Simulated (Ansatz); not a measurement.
# BeS (F-43m) in Ansatz: settings compared

One crystal, BeS, is run at these levels: PBE, HSE06, PBE0; tasks: single point.

Program: Ansatz 0.2.0. These are calculated values, not measurements. Logs are shortened: lines on timing, memory, paths and dates and some standing lists are left out, and cuts for length are marked.

## Step 1: Starting point

The structure is cubic, space group F-43m (No. 216). The conventional cell has a = 4.850 Å, b = 4.850 Å, c = 4.850 Å, α = 90.00°, β = 90.00°, γ = 90.00°. S (site symmetry -43m) has 4 Be at 2.10 Å as nearest neighbours. Be (site symmetry -43m) has 4 S at 2.10 Å as nearest neighbours.

## Step 2: Single point, PBE

input.yaml

```yaml
crystal:
  lattice:
    - [0.0, 2.425, 2.425]
    - [2.425, 0.0, 2.425]
    - [2.425, 2.425, 0.0]
  atoms:
    - { symbol: S, position: [0.75, 0.75, 0.75] }
    - { symbol: Be, position: [0.0, 0.0, 0.0] }
kpoints:
  mp_grid: { grid: [6, 6, 6] }
scf:
  occupations: { method: fermi_dirac, width: 0.05 }
hamiltonian:
  xc: pbe
  pseudopotentials: { kind: all_electron, datasets: crystal }
output:
  forces: true
  stress: true
  eigenvalues: true
  elf: true
  volumetric_format: npy
```

Potentials or basis: all-electron PAW datasets made for the crystal.

The run is started by

```sh
> ansatz run input.yaml --threads 1 --pin off --max-ram 3072MiB --backend cpu --events-out ev --progress --plain --runs-dir out
```

What it wrote:

```text
Warning: RAYON_NUM_THREADS=1 ignored (pool sized by the plan → 1); use --threads N
hamiltonian.pseudopotentials.datasets: crystal makes datasets for this crystal and solves the spheres of its atoms anew in each pass: cutoff 280.0 eV, the density's 1120.0 eV; for an error of 0.50 meV an atom under PBE, 1.0 meV for the cell; an energy difference from a run of another recipe may be off by several times the error for the cell, under r2SCAN by more, where some 0.1 meV an atom stays at smaller errors; Be in spheres of 0.926 Å, 2 of its electrons in bands, 2 on its site; S in spheres of 1.164 Å, 6 of its electrons in bands; only band paths and densities of states list, in semicore columns, the levels of the semicore shells that are solved separately: 1s of Be
Engine: ansatz 0.2.0, x86_64-unknown-linux-gnu
Pseudopotentials: kind: all_electron
Pseudopotential: S, paw, valence charge 6, recommended cutoff 280 eV (normal), crystal/all_electron/pbe/scalar/gaussian/S, Koelling and Harmon's equation, gaussian nucleus
Pseudopotential: Be, paw, valence charge 4, recommended cutoff 280 eV (normal), crystal/all_electron/pbe/scalar/gaussian/Be, Koelling and Harmon's equation, gaussian nucleus
Functional definition: PBE
  parameter kappa = 0.804
  parameter beta = 0.06672455060314922
  exchange = pbe_x(kappa = kappa, mu = beta*pi^2/3)
  correlation = pbe_c(beta = beta)
Crystal: 2 atoms, lattice volume = 28.521 Å³
Basis set: ecut = 280 eV, 307 PW (Γ), exchange–correlation on 40×40×40 points (8 copies of the dense FFT grid, shifted against one another)
Bands: 8, of which v1, the nominal top of the filled ones, is band 4 counted from 1 (3 counted from 0)
Symmetry: 24 space group operations
Space group: F-43m (ITA 216), of the structure as read, at distance tolerance 3.1e-5 Å
k-points: 16 of 216 (time reversal used)
Non-local potential: S, projectors of the file, l = 0: 1, l = 1: 1, l = 2: 2
Non-local potential: Be, projectors of the file, l = 0: 1, l = 1: 1
PAW form: soft (Blöchl's): semilocal exchange-correlation on the pseudo side does not see the compensation charge
PAW one-centre angular grid: S, 110 points (default); XC on its mesh's 1933 points in the sphere
PAW one-centre angular grid: Be, 110 points (default); XC on its mesh's 1969 points in the sphere
Initial density: superposition of atomic densities (neutral atoms: chi_scale 0, normalization atom)
Initial wavefunctions: pseudopotential atomic-orbital guess
Functional: x = pbe(κ = 0.804, μ = 0.2195149727645171), c = pbe(β = 0.06672455060314922)
iter 1 solved again at ethr=7.58e-3 eV; its pass at ethr=1.00e-1 eV (dr2=6.06e-1 eV) is discarded
SCF iter   1: F=—  HF=-11266.803753 eV  |F-HF|=—  |Δ(HF+E_count)|=         —  Δρ=4.67e-2  dr2=6.16e-1  ethr=7.58e-3  ⟨swp⟩=2.1  Hψ=820  notcnv=0
preconditioner: auto → none  [insulator: Δε(μ)=3.414 eV  Ē_g=12.885 eV  σ=0.050 eV  W_gap=1.00  n_scr=0 (ndim 8)  ℏωp=19.7 eV  f_vac=0.000  D(μ)=0.00/eV (n_scr^D=0)  ε∞_Penn≈3.3]
SCF iter   2: F=—  HF=-11266.710815 eV  |F-HF|=—  |Δ(HF+E_count)|=   9.29e-2  Δρ=2.01e-2  dr2=8.88e-2  ethr=7.58e-3  ⟨swp⟩=2.1  Hψ=257  notcnv=0
iter 3 solved again at ethr=6.67e-5 eV; its pass at ethr=1.11e-3 eV (dr2=5.34e-3 eV) is discarded
SCF iter   3: F=—  HF=-11266.722149 eV  |F-HF|=—  |Δ(HF+E_count)|=   1.13e-2  Δρ=3.58e-3  dr2=5.20e-3  ethr=6.67e-5  ⟨swp⟩=2.0  Hψ=616  notcnv=0
SCF iter   4: F=—  HF=-11266.722024 eV  |F-HF|=—  |Δ(HF+E_count)|=   1.25e-4  Δρ=9.48e-4  dr2=2.12e-4  ethr=6.50e-5  ⟨swp⟩=3.0  Hψ=300  notcnv=0
SCF iter   5: F=—  HF=-11266.722037 eV  |F-HF|=—  |Δ(HF+E_count)|=   1.28e-5  Δρ=2.78e-4  dr2=1.44e-5  ethr=2.65e-6  ⟨swp⟩=2.6  Hψ=295  notcnv=0
SCF iter   6: F=—  HF=-11266.722067 eV  |F-HF|=—  |Δ(HF+E_count)|=   3.02e-5  Δρ=4.76e-5  dr2=4.38e-7  ethr=1.80e-7  ⟨swp⟩=3.0  Hψ=214  notcnv=0
SCF iter   7: F=-11266.722069 eV  HF=-11266.722069 eV  |F-HF|=2.12e-8  |Δ(HF+E_count)|=   2.04e-6  Δρ=1.07e-5  dr2=9.75e-9  ethr=5.47e-9  ⟨swp⟩=3.0  Hψ=244  notcnv=0
SCF 1 converged in 7 iterations: F = -11266.722066 eV  dr2 = 9.75e-9
  Residual-converged pass: ⟨swp⟩=3.4  Hψ=260  notcnv=0  max |occ|·‖R‖ = 5.1e-6 eV (tolerance 5.3e-6 eV)  dr2=9.76e-9  dr2_onsite=1.82e-8  max |Δocc| = 1.0e-17
SCF converged after 7 iterations
Free energy (F): -11266.722066 eV
Harris-Foulkes:  -11266.722066 eV  (|F-HF|=2.12e-8)
Internal energy: -11266.722066 eV  (E = F + TS)
E sigma→0 (E₀):  -11266.722066 eV
Past the cutoff: the bands carry plane waves up to 1.75 times it, of which those up to 1.5 times it add -0.000078 eV an atom, each by itself; the spheres take 0.000048 eV an atom off the energy for waves past 1.75 times it
By the cutoff:   a pressure is off by up to 0.005 GPa (1.2 times the spheres' own share and the shells' term, over an atom's volume, and 0.004 GPa: a bound that held against runs at twice the plane waves)
Past the cutoffs: a stress includes 0.0021 GPa for waves and charges beyond them, in addition to the slope of what the spheres take
In the spheres:  the bands' charges fall short by 3.7e-7 e at most (sound up to 1e-3), those of shells solved beside the bands by 9.4e-9 e (sound up to 5e-4)
Fermi energy:    7.627772 eV
--- Per-component energies (eV) ---
  E_band       = 7.358537
  E_kinetic    = 127.824373
  E_local      = -175.195237  (includes V_loc(G=0)·N_el)
  E_nonlocal   = -7.170229
  E_hartree    = 75.774508
  E_xc         = -87.170936
  E_vxc        = -113.250683  (∫ρ·V_xc dr)
  E_paw        = -11621.902250  (= ΣΔE_a)
  E_vpaw       = -808.582580  (= ΣTr[D̂ρ^β])
  E_ewald      = -411.066463
  E_smearing   = -0.000000  (= −TS)
  E_closure    = 832.184170  (closes the sum)
  Σ components = -11266.722066   (vs F -11266.722066, Δ=0.00e0)
  The terms above E_closure are by the made datasets' own strengths, without shells solved beside the bands.
--- Forces (eV/Å), atoms counted from 1 ---
  atom   1  S      0.00000000     0.00000000    -0.00000000
  atom   2  Be    -0.00000000     0.00000000     0.00000000
  max |Σ_I F_I| component: 1.76e-16 eV/Å
--- Stress (GPa, compression-positive) ---
        1.558011       0.000000      -0.000000
       -0.000000       1.558011       0.000000
       -0.000000       0.000000       1.558011
  P = ⅓ Tr σ = 1.5580 GPa (15.580 kbar)
  It holds what live shells' own plane waves past their cutoff add
--- Band table (eV; the first three rows and the last of 16) ---
  k-point 0: bands = ["-7.6176", "6.0727", "6.0727", "6.0727", "11.7247", "11.7247"]
  k-point 1: bands = ["-7.3072", "4.1841", "5.7466", "5.7466", "11.6528", "12.2881"]
  k-point 2: bands = ["-6.5327", "1.5138", "5.2435", "5.2435", "11.5796", "12.7104"]
  k-point 15: bands = ["-5.4252", "1.4748", "2.6559", "2.8825", "11.2157", "12.7171"]
```

It took 1.8 s on 1 thread of Intel Xeon Platinum 8488C (Sapphire Rapids), shared host; peak memory 0.4 GiB.

Results:

* Free energy: -11266.7221 eV
* Pressure: 1.6 GPa
* Band gap on the k mesh: 3.11 eV, indirect (least direct gap 5.65 eV)

A k mesh can miss the band edges.

## Step 3: Single point, HSE06

input.yaml, as its differences from that of step 2:

```diff
@@ -13,3 +13,3 @@
 hamiltonian:
-  xc: pbe
+  xc: hse06
   pseudopotentials: { kind: all_electron, datasets: crystal }
@@ -18,4 +18 @@
   stress: true
-  eigenvalues: true
-  elf: true
-  volumetric_format: npy
```

Potentials or basis: all-electron PAW datasets made for the crystal.

The run is started by

```sh
> ansatz run input.yaml --threads 1 --pin off --max-ram 3072MiB --backend cpu --events-out ev --progress --plain --runs-dir out
```

Run time: 27 s. Hardware: 1 thread of Intel Xeon Platinum 8488C (Sapphire Rapids), shared host; peak memory 0.6 GiB.

The run converged. Its results:

| Quantity | Value |
| --- | --- |
| Free energy | -11267.5009 eV |
| Pressure | 0.2 GPa |
| Band gap on the k mesh | 4.06 eV, indirect (least direct gap 6.87 eV) |

Levels at points of the mesh, in eV from the valence-band top:
| k point | band 1 | band 2 | band 3 | band 4 | band 5 | band 6 |
| --- | --- | --- | --- | --- | --- | --- |
| (0.00, 0.00, 0.00) | -15.08 | 0.00 | 0.00 | 0.00 | 6.87 | 6.87 |
| (0.00, 0.00, -0.50) | -13.30 | -6.36 | -1.12 | -1.12 | 6.61 | 7.77 |
| (0.00, -0.50, -0.50) | -12.70 | -5.54 | -2.88 | -2.88 | 4.06 | 5.97 |

## Step 4: Single point, PBE0

input.yaml, as its differences from that of step 3:

```diff
@@ -13,3 +13,3 @@
 hamiltonian:
-  xc: hse06
+  xc: pbe0
   pseudopotentials: { kind: all_electron, datasets: crystal }
```

Potentials or basis: all-electron PAW datasets made for the crystal.

The run is started by

```sh
> ansatz run input.yaml --threads 1 --pin off --max-ram 3072MiB --backend cpu --events-out ev --progress --plain --runs-dir out
```

What it wrote:

```text
Warning: RAYON_NUM_THREADS=1 ignored (pool sized by the plan → 1); use --threads N
hamiltonian.pseudopotentials.datasets: crystal makes datasets for this crystal and solves the spheres of its atoms anew in each pass: cutoff 310.0 eV, the density's 1240.0 eV;, for an error of 0.50 meV an atom under PBE, 1.0 meV for the cell; an energy difference from a run of another recipe may be off by several times the error for the cell, under r2SCAN by more, where some 0.1 meV an atom stays at smaller errors; Be in spheres of 0.926 Å, 2 of its electrons in bands; S in spheres of 1.164 Å, 6 of its electrons in bands
[... 2 set-up lines as earlier in the session ...]
Pseudopotential: S, paw, valence charge 6, recommended cutoff 310 eV (normal), crystal/all_electron/pbe/scalar/gaussian/S, Koelling and Harmon's equation, gaussian nucleus
Pseudopotential: Be, paw, valence charge 2, recommended cutoff 310 eV (normal), crystal/all_electron/pbe/scalar/gaussian/Be, Koelling and Harmon's equation, gaussian nucleus
Functional definition: PBE0
  parameter a = 0.25
[... 2 set-up lines as earlier in the session ...]
  exchange = (1 - a)*pbe_x(kappa = kappa, mu = beta*pi^2/3) + a*exact_x
[... 1 set-up line as earlier in the session ...]
Crystal: 2 atoms, lattice volume = 28.521 Å³
Basis set: ecut = 310 eV, 339 PW (Γ), exchange–correlation on 40×40×40 points (8 copies of the dense FFT grid, shifted against one another)
Bands: 8, of which v1, the nominal top of the filled ones, is band 4 counted from 1 (3 counted from 0)
[... 2 set-up lines as earlier in the session ...]
k-points: 16 of 216 (time reversal used)
[... 7 set-up lines as earlier in the session ...]
Functional: x = 0.75 pbe(κ = 0.804, μ = 0.2195149727645171) + 0.25 exact, c = pbe(β = 0.06672455060314922)
iter 1 solved again at ethr=7.54e-3 eV; its pass at ethr=1.00e-1 eV (dr2=6.03e-1 eV) is discarded
SCF iter   1: F=—  HF=-11266.813739 eV  |F-HF|=—  |Δ(HF+E_count)|=         —  Δρ=4.67e-2  dr2=6.13e-1  ethr=7.54e-3  ⟨swp⟩=2.1  Hψ=819  notcnv=0
preconditioner: auto → none  [insulator: Δε(μ)=3.414 eV  Ē_g=12.884 eV  σ=0.050 eV  W_gap=1.00  n_scr=0 (ndim 8)  ℏωp=19.7 eV  f_vac=0.002  D(μ)=0.00/eV (n_scr^D=0)]
SCF iter   2: F=—  HF=-11266.712787 eV  |F-HF|=—  |Δ(HF+E_count)|=   1.01e-1  Δρ=2.01e-2  dr2=8.80e-2  ethr=7.54e-3  ⟨swp⟩=2.1  Hψ=258  notcnv=0
iter 3 solved again at ethr=6.37e-5 eV; its pass at ethr=1.10e-3 eV (dr2=5.10e-3 eV) is discarded
SCF iter   3: F=—  HF=-11266.722157 eV  |F-HF|=—  |Δ(HF+E_count)|=   9.37e-3  Δρ=3.51e-3  dr2=4.96e-3  ethr=6.37e-5  ⟨swp⟩=2.0  Hψ=617  notcnv=0
SCF iter   4: F=—  HF=-11267.740871 eV  |F-HF|=—  |Δ(HF+E_count)|=         —  Δρ=3.80e-3  dr2=2.80e-3  ethr=6.20e-5  ⟨swp⟩=4.9  Hψ=558  notcnv=0  defer=2
SCF iter   5: F=—  HF=-11267.741138 eV  |F-HF|=—  |Δ(HF+E_count)|=   2.68e-4  Δρ=1.35e-3  dr2=2.80e-4  ethr=3.50e-5  ⟨swp⟩=3.2  Hψ=306  notcnv=0  defer=1
SCF iter   6: F=—  HF=-11267.740922 eV  |F-HF|=—  |Δ(HF+E_count)|=   2.16e-4  Δρ=3.96e-4  dr2=3.87e-5  ethr=3.50e-6  ⟨swp⟩=2.6  Hψ=360  notcnv=0  defer=1
SCF iter   7: F=—  HF=-11267.740914 eV  |F-HF|=—  |Δ(HF+E_count)|=   8.43e-6  Δρ=7.54e-5  dr2=9.35e-7  ethr=4.83e-7  ⟨swp⟩=3.1  Hψ=345  notcnv=0
SCF iter   8: F=—  HF=-11267.740926 eV  |F-HF|=—  |Δ(HF+E_count)|=   1.29e-5  Δρ=2.46e-5  dr2=3.53e-8  ethr=1.17e-8  ⟨swp⟩=3.1  Hψ=270  notcnv=0
SCF iter   9: F=-11267.740928 eV  HF=-11267.740928 eV  |F-HF|=2.55e-9  |Δ(HF+E_count)|=   1.71e-6  Δρ=5.71e-6  dr2=3.47e-9  ethr=4.41e-10  ⟨swp⟩=3.1  Hψ=243  notcnv=0
SCF 1 converged in 9 iterations: F = -11267.740925 eV  dr2 = 3.47e-9
  Residual-converged pass: ⟨swp⟩=3.0  Hψ=240  notcnv=0  max |occ|·‖R‖ = 4.7e-6 eV (tolerance 5.3e-6 eV)  dr2=4.61e-9  dr2_onsite=2.41e-8  max |Δocc| = 0.0e0
hybrid outer 1: dexx = +5.955e-11 eV
hybrid SCF converged: 1 outer / 9 inner (+0 warm-up), last move |dexx| = 5.96e-11 eV
Stability not checked: this state was not tested for a lower state beside it, because the functional holds exact exchange (a hybrid, or Hartree-Fock), whose exchange loop this test does not read (fock_operator; see scf.lower_state_search)
Free energy (F): -11267.740925 eV
Harris-Foulkes:  -11267.740925 eV  (|F-HF|=2.55e-9)
Internal energy: -11267.740925 eV  (E = F + TS)
E sigma→0 (E₀):  -11267.740925 eV
Past the cutoff: the bands carry plane waves up to 1.75 times it, of which those up to 1.5 times it add -0.000080 eV an atom, each by itself; the spheres take 0.000043 eV an atom off the energy for waves past 1.75 times it
Past the cutoffs: a stress includes 0.0004 GPa for waves and charges beyond them, in addition to the slope of what the spheres take
In the spheres:  the bands' charges fall short by 1.6e-6 e at most (sound up to 1e-3)
Fermi energy:    7.437298 eV
--- Per-component energies (eV) ---
  E_band       = -5.132671
  E_kinetic    = 127.242185
  E_local      = -75.474744  (includes V_loc(G=0)·N_el)
  E_nonlocal   = -7.123286
  E_hartree    = 36.134636
  E_xc         = -67.333870
  E_vxc        = -86.613233  (∫ρ·V_xc dr)
  E_exx        = -17.561607  (= α·E_x^exact, valence–valence)
  E_paw        = -11231.600019  (= ΣΔE_a)
  E_vpaw       = -269.105408  (= ΣTr[D̂ρ^β])
  E_ewald      = -300.820390
  E_smearing   = -0.000000  (= −TS)
  E_closure    = 268.796170  (closes the sum)
  Σ components = -11267.740925   (vs F -11267.740925, Δ=0.00e0)
  The terms above E_closure are by the made datasets' own strengths, without shells solved beside the bands.
--- Forces (eV/Å), atoms counted from 1 ---
  atom   1  S      0.00000000     0.00000000    -0.00000000
  atom   2  Be    -0.00000000     0.00000000    -0.00000000
  max |Σ_I F_I| component: 1.97e-16 eV/Å
--- Stress (GPa, compression-positive) ---
        0.167604      -0.000000      -0.000000
       -0.000000       0.167604       0.000000
       -0.000000       0.000000       0.167604
  P = ⅓ Tr σ = 0.1676 GPa (1.676 kbar)
--- Band table (eV; the first three rows and the last of 16) ---
  k-point 0: bands = ["-10.0951", "5.0516", "5.0516", "5.0516", "12.6611", "12.6611"]
  k-point 1: bands = ["-9.7524", "2.9899", "4.7004", "4.7004", "12.5316", "13.2679"]
  k-point 2: bands = ["-8.8951", "0.0054", "4.1444", "4.1444", "12.4414", "13.6949"]
  k-point 15: bands = ["-7.6637", "-0.0746", "1.2861", "1.5723", "11.9806", "13.6282"]
```

Run time: 27 s. Hardware: 1 thread of Intel Xeon Platinum 8488C (Sapphire Rapids), shared host; peak memory 0.61 GiB.

Results:

```
Free energy            : -11267.7409 eV
Pressure               : 0.2 GPa
Band gap on the k mesh : 4.77 eV, indirect (least direct gap 7.61 eV)
```

Levels at points of the mesh, in eV from the valence-band top:
```csv
k point,band 2,band 3,band 4,band 5,band 6
"(0.00, 0.00, 0.00)",0.00,0.00,0.00,7.61,7.61
"(0.00, 0.00, -0.50)",-6.42,-1.14,-1.14,7.34,8.52
"(0.00, -0.50, -0.50)",-5.60,-2.90,-2.90,4.77,6.70
```

## Step 5: Overview

| level | cutoff (eV) | gap on the mesh (eV) | pressure (GPa) |
| --- | --- | --- | --- |
| PBE | 280 | 3.11 | 1.6 |
| HSE06 | 310 | 4.06 | 0.2 |
| PBE0 | 310 | 4.77 | 0.2 |

Alike in all rows: task single point; potentials or basis all-electron PAW datasets made for the crystal; no spin polarisation; cell as given; k mesh 6 × 6 × 6; smearing fermi-dirac 0.05 eV.

On the cell as given the gap runs from 3.11 eV (PBE) to 4.77 eV (PBE0). The pressure there spans 0.2 GPa (PBE0) to 1.6 GPa (PBE); a positive pressure means that this level wants a larger cell, a negative one a smaller.

Compare energies only between runs with the same functional and basis.
